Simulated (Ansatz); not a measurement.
CuAu3 in Ansatz: the effect of functional

Crystal: CuAu3.

```
CELL_PARAMETERS angstrom
3.95329 0.00000 0.00000
0.00000 3.95329 0.00000
0.00000 0.00000 3.95329
ATOMIC_POSITIONS crystal
Au 0.50000 0.50000 0.00000
Au 0.50000 0.00000 0.50000
Au 0.00000 0.50000 0.50000
Cu 0.00000 0.00000 0.00000
```

The cell isn't the ideal one: volume scaled by 0.98.

Alike in all runs:

- Program: Ansatz 0.2.0
- Task: single point
- Potentials or basis: Ansatz PAW
- k mesh: 7 × 7 × 7
- Occupations: fermi-dirac, width 0.05 eV
- Spin: no spin polarisation

| functional | cutoff | pressure (GPa) |
| --- | --- | --- |
| LDA | 420 eV (not typed: the program's choice for these potentials) | -2.5 |
| PBEsol | 420 eV (not typed: the program's choice for these potentials) | ? |
| r2SCAN | 500 eV (not typed: the program's choice for these potentials) | 7.2 |

What does the run with functional PBEsol give?

Pressure 2.6 GPa.

Caveats: the PAW data sets come from PBE, with cores solved anew for the run's functional, which leaves a small shift of forces and pressure.

Runs at the PBE level aren't shown here.
